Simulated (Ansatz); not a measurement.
# The WGe2N4 monolayer under a gate

How does the WGe2N4 monolayer take up charge from its gate?

Main program and level: Ansatz 0.2.0; plane-wave DFT, PBE-D3(BJ), Ansatz PAW.

## 1. The starting structure

The cell holds 7 atoms: 4 N, 2 Ge and 1 W. Cell: a = 3.020 Å, b = 3.020 Å, c = 45.765 Å, α = 90.0°, β = 90.0°, γ = 120.0°. Vacuum lies along c.

Structure file:

```cif
data_structure
_symmetry_space_group_name_H-M 'P 1'
_symmetry_Int_Tables_number 1
_cell_length_a 3.0200
_cell_length_b 3.0200
_cell_length_c 45.7645
_cell_angle_alpha 90.000
_cell_angle_beta 90.000
_cell_angle_gamma 120.000
_cell_volume 361.47
loop_
_atom_site_label
_atom_site_type_symbol
_atom_site_fract_x
_atom_site_fract_y
_atom_site_fract_z
_atom_site_occupancy
N1 N 0.00000 0.00000 0.41954 1
Ge2 Ge 0.33333 0.66667 0.43238 1
N3 N 0.33333 0.66667 0.47259 1
W4 W 0.00000 0.00000 0.50000 1
N5 N 0.33333 0.66667 0.52741 1
Ge6 Ge 0.33333 0.66667 0.56762 1
N7 N 0.00000 0.00000 0.58046 1
```

## 2. Relaxation

The starting cell is a guess, so the in-plane lattice and the atoms are relaxed first, with the slab cut off from its images along the normal.

The input, input.yaml:

```yaml
crystal:
  lattice:
    - [3.02, 0.0, 0.0]
    - [-1.51, 2.6153967194, 0.0]
    - [0.0, 0.0, 45.7645285836]
  atoms:
    - { symbol: "N", position: [0.0, 0.0, 0.4195389004] }
    - { symbol: Ge, position: [0.3333333333, 0.6666666667, 0.4323821251] }
    - { symbol: "N", position: [0.3333333333, 0.6666666667, 0.4725879364] }
    - { symbol: W, position: [0.0, 0.0, 0.5] }
    - { symbol: "N", position: [0.3333333333, 0.6666666667, 0.5274120636] }
    - { symbol: Ge, position: [0.3333333333, 0.6666666667, 0.5676178749] }
    - { symbol: "N", position: [0.0, 0.0, 0.5804610996] }
  periodic: [true, true, false]
kpoints:
  mp_grid: { grid: [12, 12, 1] }
hamiltonian:
  xc: pbe
  dispersion: d3bj
scf:
  occupations: { method: fermi_dirac, width: 0.05 }
  convergence: { dr2_threshold: 1.0e-09 }
relax:
  f_tol: 0.004
  max_steps: 90
  cell: {}
output:
  write_potential: true
  write_density: true
  volumetric_format: npy
```

On the command line:

```console
$ ansatz run input.yaml --threads 4 --pin off --max-ram 16384MiB --backend cpu --events-out ev --progress --plain --runs-dir out
```

Numbers of over 12 decimals in the logs are rounded to 6 here.

What it wrote:

```text
Warning: relax.cell: scf.convergence.dr2_threshold = 1e-9 eV is looser than the 2.32151794471e-10 eV advised for a relaxation that steers and ends on the stress (1e-10 eV for each atom of the cell: 7, times the square of relax.cell.stress_2d_tol = 0.05 N/m over 17.4 Å (the atoms' height at the walk's start and 5 Å past either face), 2.879e-2 GPa, over a crystal's default 0.05). What an SCF threshold leaves in a stress goes as its square root, and in the free energy as the threshold itself, and one threshold admits the most on a small cell: [figures from the program's tests cut] Set scf.convergence.dr2_threshold to 2.32151794471e-10 eV or tighter. [rest of the remark cut]
Engine: ansatz 0.2.0, x86_64-unknown-linux-gnu
Pseudopotentials: kind: paw
Pseudopotential: N, paw, valence charge 5, recommended cutoff 420 eV (normal), N.paw.azcp
Pseudopotential: Ge, paw, valence charge 14, recommended cutoff 420 eV (normal), Ge.paw.azcp
Pseudopotential: W, paw, valence charge 14, recommended cutoff 420 eV (normal), W.paw.azcp
Functional definition: PBE
  parameter kappa = 0.804
  parameter beta = 0.066725
  exchange = pbe_x(kappa = kappa, mu = beta*pi^2/3)
  correlation = pbe_c(beta = beta)
Crystal: 7 atoms, lattice volume = 361.471 Å³
Basis set: ecut = 420 eV, 6921 PW (Γ), exchange–correlation on 48×48×640 points (8 copies of the dense FFT grid, shifted against one another)
Bands: 38, of which v1, the nominal top of the filled ones, is band 31 counted from 1 (30 counted from 0)
Symmetry: 12 space group operations
Space group: P-6m2 (ITA 187), of the structure as read, at distance tolerance 7.1e-5 Å
k-points: 19 of 144 (time reversal used)
Non-local potential: N, projectors of the file, l = 0: 2, l = 1: 2, l = 2: 1
Non-local potential: Ge, projectors of the file, l = 0: 2, l = 1: 2, l = 2: 3, l = 3: 1
Non-local potential: W, projectors of the file, l = 0: 3, l = 1: 2, l = 2: 2, l = 3: 1
PAW form: soft (Blöchl's): semilocal exchange-correlation on the pseudo side does not see the compensation charge
PAW one-centre angular grid: N, 110 points (default); XC on 64 Gauss nodes
PAW one-centre angular grid: Ge, 590 points (default); XC on 64 Gauss nodes
PAW one-centre angular grid: W, 590 points (default); XC on 64 Gauss nodes
Initial density: superposition of atomic densities (neutral atoms: chi_scale 0, normalization atom), corrected by the library's trained network
Initial wavefunctions: pseudopotential atomic-orbital guess
Functional: x = pbe(κ = 0.804, μ = 0.219515), c = pbe(β = 0.066725)
SCF iter   1: F=—  HF=-20513.803941 eV  |F-HF|=—  |Δ(HF+E_count)|=         —  Δρ=2.59e-3  dr2=2.75e-2  ethr=1.77e-3  ⟨swp⟩=14.7  Hψ=5131  notcnv=0  defer=1
preconditioner: auto → Resta (q_TF=auto, 2.034 Å⁻¹)  ε∞=1.6  [insulator: Δε(μ)=1.711 eV  Ē_g=18.093 eV  σ=0.050 eV  W_gap=1.00  n_scr=28 (ndim 8)  ℏωp=14.4 eV  f_vac=0.768  D(μ)=0.00/eV (n_scr^D=0)  ε∞_Penn≈1.6  vacuum switching on, ρ_ref=2.4e-2 e/Å³]
SCF iter   2: F=—  HF=-20513.806317 eV  |F-HF|=—  |Δ(HF+E_count)|=   2.38e-3  Δρ=1.85e-3  dr2=1.48e-2  ethr=4.44e-5  ⟨swp⟩=4.5  Hψ=2291  notcnv=0  defer=33
SCF iter   3: F=—  HF=-20513.804773 eV  |F-HF|=—  |Δ(HF+E_count)|=   1.54e-3  Δρ=9.49e-4  dr2=1.73e-3  ethr=2.39e-5  ⟨swp⟩=2.8  Hψ=1149  notcnv=0  defer=33
SCF iter   4: F=—  HF=-20513.805806 eV  |F-HF|=—  |Δ(HF+E_count)|=   1.03e-3  Δρ=3.42e-4  dr2=4.65e-4  ethr=2.79e-6  ⟨swp⟩=3.9  Hψ=1711  notcnv=0  defer=33
SCF iter   5: F=—  HF=-20513.805841 eV  |F-HF|=—  |Δ(HF+E_count)|=   3.50e-5  Δρ=1.05e-4  dr2=1.74e-5  ethr=7.50e-7  ⟨swp⟩=3.2  Hψ=1388  notcnv=0  defer=33
SCF iter   6: F=—  HF=-20513.805886 eV  |F-HF|=—  |Δ(HF+E_count)|=   4.50e-5  Δρ=4.71e-5  dr2=3.87e-6  ethr=2.81e-8  ⟨swp⟩=3.6  Hψ=1745  notcnv=0  defer=33
SCF iter   7: F=—  HF=-20513.805958 eV  |F-HF|=—  |Δ(HF+E_count)|=   7.13e-5  Δρ=1.76e-5  dr2=4.41e-7  ethr=6.24e-9  ⟨swp⟩=3.4  Hψ=1598  notcnv=0  defer=33
SCF iter   8: F=—  HF=-20513.805958 eV  |F-HF|=—  |Δ(HF+E_count)|=   6.71e-7  Δρ=3.59e-6  dr2=3.27e-8  ethr=7.11e-10  ⟨swp⟩=3.5  Hψ=1594  notcnv=0  defer=33
SCF iter   9: F=—  HF=-20513.805958 eV  |F-HF|=—  |Δ(HF+E_count)|=   6.71e-8  Δρ=1.17e-6  dr2=2.20e-9  ethr=5.28e-11  ⟨swp⟩=3.2  Hψ=1501  notcnv=0  defer=33
SCF iter  10: F=-20513.805958 eV  HF=-20513.805958 eV  |F-HF|=6.51e-10  |Δ(HF+E_count)|=   2.89e-8  Δρ=2.38e-7  dr2=9.74e-11  ethr=1.61e-12  ⟨swp⟩=14.1  Hψ=6452  notcnv=0
SCF 1 converged in 10 iterations: F = -20513.805958 eV  dr2 = 9.74e-11
  greatest PAW one-centre occupation: 1.000 electrons in one spin orbital (limit 2), on the W atom at site 3 (counted from 0), in its partial waves of l = 0
relax step   1: F+E_penalty+E_count = -20513.80595829 eV  Δ(F+E_penalty+E_count) = +0.000e0 eV  max|allowed force component| = 1.573e0 eV/Å  Δτ_max = 0.0000 Å  P = -4.715 N/m  Ω = 361.471 Å³  fix = [c, alpha, beta]  reactions: c -0.000 N/m  (10 SCF iters, accepted)
Crystal: 7 atoms, lattice volume = 355.782 Å³
Basis set: ecut = 420 eV, 6741 PW (Γ), exchange–correlation on 48×48×640 points (8 copies of the dense FFT grid, shifted against one another)
Initial density: handed on by an earlier stage of this run
Initial wavefunctions: those handed on with the density
iter 1 solved again at ethr=8.49e-5 eV; its pass at ethr=3.10e-3 eV (dr2=5.26e-2 eV) is discarded
SCF iter   1: F=—  HF=-20513.906566 eV  |F-HF|=—  |Δ(HF+E_count)|=         —  Δρ=3.19e-3  dr2=5.27e-2  ethr=8.49e-5  ⟨swp⟩=3.4  Hψ=5427  notcnv=0  defer=1
preconditioner: auto → Resta (q_TF=auto, 2.039 Å⁻¹)  ε∞=1.6  [insulator: Δε(μ)=1.458 eV  Ē_g=18.215 eV  σ=0.050 eV  W_gap=1.00  n_scr=28 (ndim 8)  ℏωp=14.5 eV  f_vac=0.769  D(μ)=0.00/eV (n_scr^D=0)  ε∞_Penn≈1.6  vacuum switching on, ρ_ref=2.4e-2 e/Å³]
SCF iter   2: F=—  HF=-20513.891646 eV  |F-HF|=—  |Δ(HF+E_count)|=   1.49e-2  Δρ=1.29e-3  dr2=7.40e-3  ethr=8.49e-5  ⟨swp⟩=3.5  Hψ=1198  notcnv=0  defer=1
SCF iter   3: F=—  HF=-20513.891190 eV  |F-HF|=—  |Δ(HF+E_count)|=   4.56e-4  Δρ=8.80e-4  dr2=3.81e-3  ethr=1.19e-5  ⟨swp⟩=3.7  Hψ=1613  notcnv=0  defer=1
SCF iter   4: F=—  HF=-20513.890624 eV  |F-HF|=—  |Δ(HF+E_count)|=   5.66e-4  Δρ=3.66e-4  dr2=2.74e-4  ethr=6.15e-6  ⟨swp⟩=2.8  Hψ=1236  notcnv=0  defer=10
SCF iter   5: F=—  HF=-20513.890610 eV  |F-HF|=—  |Δ(HF+E_count)|=   1.44e-5  Δρ=1.55e-4  dr2=6.71e-5  ethr=4.42e-7  ⟨swp⟩=4.3  Hψ=1709  notcnv=0  defer=11
SCF iter   6: F=—  HF=-20513.890579 eV  |F-HF|=—  |Δ(HF+E_count)|=   3.04e-5  Δρ=4.78e-5  dr2=7.62e-6  ethr=1.08e-7  ⟨swp⟩=3.3  Hψ=1371  notcnv=0  defer=11
SCF iter   7: F=—  HF=-20513.890584 eV  |F-HF|=—  |Δ(HF+E_count)|=   4.52e-6  Δρ=1.76e-5  dr2=5.92e-7  ethr=1.23e-8  ⟨swp⟩=3.4  Hψ=1374  notcnv=0  defer=11
[...]
SCF iter   9: F=—  HF=-20513.901102 eV  |F-HF|=—  |Δ(HF+E_count)|=   5.21e-8  Δρ=1.38e-6  dr2=5.40e-9  ethr=8.94e-11  ⟨swp⟩=2.8  Hψ=1466  notcnv=0  defer=4
SCF iter  10: F=-20513.901102 eV  HF=-20513.901102 eV  |F-HF|=5.71e-10  |Δ(HF+E_count)|=   2.00e-9  Δρ=4.25e-7  dr2=4.91e-10  ethr=1.61e-12  ⟨swp⟩=14.8  Hψ=6811  notcnv=0
SCF 3 converged in 10 iterations: F = -20513.901102 eV  dr2 = 4.91e-10
relax step   3: F+E_penalty+E_count = -20513.90110237 eV  Δ(F+E_penalty+E_count) = -1.045e-2 eV  max|allowed force component| = 9.545e-2 eV/Å  Δτ_max = 0.0428 Å  P = +0.895 N/m  Ω = 354.983 Å³  energy of the carried Pulay correction = +4.408e-3 eV  fix = [c, alpha, beta]  reactions: c +0.000 N/m  (10 SCF iters, accepted)
[...]
relax step   4: F+E_penalty+E_count = -20513.90161005 eV  Δ(F+E_penalty+E_count) = -5.077e-4 eV  max|allowed force component| = 1.758e-2 eV/Å  Δτ_max = 0.0084 Å  P = -0.061 N/m  Ω = 356.269 Å³  energy of the carried Pulay correction = +3.528e-3 eV  fix = [c, alpha, beta]  reactions: c -0.000 N/m  (9 SCF iters, accepted)
[...]
relax step   5: F+E_penalty+E_count = -20513.90170881 eV  Δ(F+E_penalty+E_count) = -9.876e-5 eV  max|allowed force component| = 5.957e-3 eV/Å  Δτ_max = 0.0006 Å  P = +0.022 N/m  Ω = 356.152 Å³  energy of the carried Pulay correction = +3.608e-3 eV  fix = [c, alpha, beta]  reactions: c +0.000 N/m  (6 SCF iters, accepted)
[...]
relax step   6: F+E_penalty+E_count = -20513.90170723 eV  Δ(F+E_penalty+E_count) = +1.580e-6 eV  max|allowed force component| = 3.538e-4 eV/Å  Δτ_max = 0.0003 Å  P = +0.002 N/m  Ω = 356.156 Å³  energy of the carried Pulay correction = +3.605e-3 eV  fix = [c, alpha, beta]  reactions: c +0.000 N/m  (6 SCF iters, accepted)
[...]
relax step   7: F+E_penalty+E_count = -20513.89830397 eV  Δ(F+E_penalty+E_count) = +3.403e-3 eV  max|allowed force component| = 3.192e-4 eV/Å  Δτ_max = 0.0000 Å  P = -0.075 N/m  Ω = 356.156 Å³  fix = [c, alpha, beta]  reactions: c -0.000 N/m  stress off target by 7.47e-2 N/m on what of the cell is left free  SCF on the basis re-selected at this cell (its energy is not comparable with the rows above)  (6 SCF iters)
[...]
relax step   8: F+E_penalty+E_count = -20513.89836473 eV  Δ(F+E_penalty+E_count) = -6.076e-5 eV  max|allowed force component| = 1.444e-4 eV/Å  Δτ_max = 0.0002 Å  P = -0.003 N/m  Ω = 356.074 Å³  energy of the carried Pulay correction = +5.645e-5 eV  fix = [c, alpha, beta]  reactions: c -0.000 N/m  (6 SCF iters, accepted)
iter 1 solved again at ethr=1.94e-7 eV; its pass at ethr=3.10e-3 eV (dr2=1.20e-4 eV) is discarded
SCF iter   1: F=—  HF=-20513.898209 eV  |F-HF|=—  |Δ(HF+E_count)|=         —  Δρ=9.79e-7  dr2=2.55e-9  ethr=1.94e-7  ⟨swp⟩=7.3  Hψ=9195  notcnv=0
eigensolver tolerance schedule: the retry pair's looser diagonalisation over-reported the residual by 47135.64 of it (diagonalisation noise at an unbounded share of the residual, at the tolerance the schedule requests for it); recorded, not acted on — ethr = c·dr2/N_el stays at c = 1.0e-1
SCF iter   2: F=—  HF=-20513.898320 eV  |F-HF|=—  |Δ(HF+E_count)|=   1.11e-4  Δρ=6.26e-7  dr2=4.17e-9  ethr=4.11e-12  ⟨swp⟩=8.2  Hψ=3800  notcnv=0
SCF iter   3: F=-20513.898320 eV  HF=-20513.898320 eV  |F-HF|=5.02e-10  |Δ(HF+E_count)|=  8.44e-10  Δρ=4.00e-7  dr2=3.36e-10  ethr=1.61e-12  ⟨swp⟩=18.8  Hψ=7594  notcnv=0
SCF 9 converged in 3 iterations: F = -20513.898320 eV  dr2 = 3.36e-10
relax step   9: F+E_penalty+E_count = -20513.89832009 eV  Δ(F+E_penalty+E_count) = +4.464e-5 eV  max|allowed force component| = 1.565e-4 eV/Å  Δτ_max = 0.0000 Å  P = -0.003 N/m  Ω = 356.074 Å³  fix = [c, alpha, beta]  reactions: c -0.000 N/m  stress off target by 3.32e-3 N/m on what of the cell is left free  SCF on the basis re-selected at this cell (its energy is not comparable with the rows above)  (3 SCF iters)
basis re-selected at this cell: Δ(F+E_penalty+E_count) = +4.464e-5 eV, ΔP = -0.001 N/m vs the last step (what re-selecting the basis moved, of the pressure what is left beyond the Pulay correction that the steps carried, after the strain that the cell walked since its last selection, with what the two solves' SCF thresholds leave and, on support functions, any second-order correction that the steps lacked; it is no m [...]
WARN: The output density's exchange-correlation potential varies sharply where the density is thin. Do not read a vacuum level from v_tot or v_xc, or from such a field of the output density. On a cell that repeats whose density bears no net charge and no dipole along the vacuum's axis use v_es (v_loc + v_h of the components); under efield.dipole_correction with no amplitude use v_es + v_field, which holds any externa [...]
SCF converged after 3 iterations
Free energy (F): -20513.898320 eV
Harris-Foulkes:  -20513.898320 eV  (|F-HF|=5.02e-10)
Internal energy: -20513.898320 eV  (E = F + TS)
E sigma→0 (E₀):  -20513.898320 eV
Fermi energy:    -4.641869 eV
--- Per-component energies (eV) ---
  E_band       = -1486.434086
  E_kinetic    = 1198.599974
  E_local      = -380805.186691  (includes V_loc(G=0)·N_el)
  E_nonlocal   = 1028.954637
  E_hartree    = 189302.722916
  E_xc         = -658.256594
  E_vxc        = -673.766188  (∫ρ·V_xc dr)
  E_paw        = -13119.202559  (= ΣΔE_a)
  E_vpaw       = -840.478121  (= ΣTr[D̂ρ^β])
  E_aug_tail   = 0.000967  (compensation charges beyond the density's cutoff)
  E_ewald      = 182540.165944
  E_disp       = -1.696914  (pairwise vdW)
  E_smearing   = -0.000000  (= −TS)
  E_closure    = -0.000000  (closes the sum)
  Σ components = -20513.898320   (vs F -20513.898320, Δ=0.00e0)
--- Forces (eV/Å), atoms counted from 1 ---
  atom   1  N      0.00000000    -0.00000000     0.00004839
  atom   2  Ge     0.00000000     0.00000000    -0.00014315
  atom   3  N     -0.00000000    -0.00000000     0.00015652
  atom   4  W     -0.00000000    -0.00000000     0.00000000
  atom   5  N      0.00000000    -0.00000000    -0.00015652
  atom   6  Ge     0.00000000     0.00000000     0.00014315
  atom   7  N      0.00000000    -0.00000000    -0.00004839
  max |Σ_I F_I| component: 1.22e-15 eV/Å
--- 2D stress c σ (N/m, compression-positive) ---
       -0.003324       0.000000       0.000000
        0.000000      -0.003324       0.000000
        0.000000       0.000000       0.000000
  P = ½ c Tr σ = -0.0033 N/m
--- Band table (eV; the first three rows and the last of 19) ---
  k-point 0: bands = [... 27 lower, -8.1378, -8.1378, -7.5834, -5.5512, -3.4468, -3.2494, -2.3718, -2.3718, ... 3 higher]
  k-point 1: bands = [... 27 lower, -8.4013, -8.2646, -7.4497, -5.4717, -3.4120, -3.1807, -2.3917, -2.0843, ... 3 higher]
  k-point 2: bands = [... 27 lower, -8.6742, -8.5896, -7.4990, -5.7907, -3.3746, -2.9204, -2.4275, -1.5457, ... 3 higher]
  k-point 18: bands = [... 27 lower, -9.4377, -8.0139, -7.4621, -5.9817, -3.8697, -1.7949, -1.7752, -0.8402, ... 3 higher]
  the weakly bound empty levels are not read free of the cell's end (no_gap_told)
--- Relaxed structure (7 steps of the walk, 7 accepted, 2 SCFs on fresh bases) ---
  F+E_penalty+E_count = -20513.89832009 eV   max|allowed force component| = 1.565e-4 eV/Å   (the final SCF, on the basis selected at the relaxed cell)
  cell:  # Å, volume = 356.0740 Å³
    - [2.997370, 0.0, 0.0]
    - [-1.498685, 2.595798, 0.0]
    - [0.0, 0.0, 45.7645285836]
  atoms:
    - { symbol: N, position: [1.0573552618554996e-17, -5.1357255561990646e-17, 0.418360] }
    - { symbol: Ge, position: [0.333333, 0.666667, 0.432260] }
    - { symbol: N, position: [0.333333, 0.666667, 0.473281] }
    - { symbol: W, position: [1.057355261855499e-17, -5.1357255561990646e-17, 0.5] }
    - { symbol: N, position: [0.333333, 0.666667, 0.526719] }
    - { symbol: Ge, position: [0.333333, 0.666667, 0.567740] }
    - { symbol: N, position: [1.0573552618554996e-17, -5.1357255561990646e-17, 0.581640] }
```

The job ended after 47 s (4 threads of Intel Xeon Platinum 8375C at 2.90GHz (Ice Lake), shared host; peak memory 0.89 GiB; 3 min of CPU time).

The steps of the relaxation:

| step | energy less that of the first step (eV) | largest force component (eV/Å) | volume (Å³) |
| --- | --- | --- | --- |
| 1 | 0.0000 | 1.5731 | 361.47 |
| 2 | -0.0847 | 0.2852 | 355.78 |
| 3 | -0.0951 | 0.0954 | 354.98 |
| 4 | -0.0957 | 0.0176 | 356.27 |
| 5 | -0.0958 | 0.0060 | 356.15 |
| 6 | -0.0957 | 0.0004 | 356.16 |
| 7* | -0.0923 | 0.0003 | 356.16 |
| 8 | -0.0924 | 0.0001 | 356.07 |
| 9* | -0.0924 | 0.0002 | 356.07 |

Relaxation steps marked * repeat the geometry before them on a plane-wave basis chosen anew for their cell, so energy and pressure can jump there.

Forces are held to the 12 operations that the run works with; a distortion that breaks them can't arise in this run.

| cell as run | before | after | change |
| --- | --- | --- | --- |
| a (Å) | 3.020 | 2.997 | -0.7 % |
| b (Å) | 3.020 | 2.997 | -0.7 % |

The atoms that moved most (Å, along periodic axes as changes of fractional coordinates times the final cell, across vacuum about the mean position):

| atom | dx | dy | dz | length |
| --- | --- | --- | --- | --- |
| N7 | 0.000 | 0.000 | 0.054 | 0.054 |
| N1 | 0.000 | 0.000 | -0.054 | 0.054 |
| N3 | 0.000 | 0.000 | 0.032 | 0.032 |
| N5 | 0.000 | 0.000 | -0.032 | 0.032 |
| Ge6 | 0.000 | 0.000 | 0.006 | 0.006 |
| Ge2 | 0.000 | 0.000 | -0.006 | 0.006 |

The relaxed structure:

```xyz
7
Lattice="2.9974 0.0000 0.0000 -1.4987 2.5958 0.0000 0.0000 0.0000 45.7645" Properties=species:S:1:pos:R:3
N     0.0000    0.0000   19.1460
Ge    0.0000    1.7305   19.7822
N     0.0000    1.7305   21.6595
W     0.0000    0.0000   22.8823
N     0.0000    1.7305   24.1050
Ge    0.0000    1.7305   25.9824
N     0.0000    0.0000   26.6185
```

The lattice constant a goes from 3.020 to 2.997 Å.

[end of part 1 of 4]

[Logs are printed without paths, hosts, clocks, repeated set-up lines and the standing remarks that a program may print on its own settings, such as how far it seeks lower states.]

[Hosts, paths, dates, database ids (printed as entryN), source tags and the programs' standing remarks are cut or masked in the printed files.]

[Maps of the electrostatic potential energy from Ansatz leave out the sawtooth potential of an applied field or a dipole correction, so their vacuum need not be flat; planar profiles and work functions include it.]
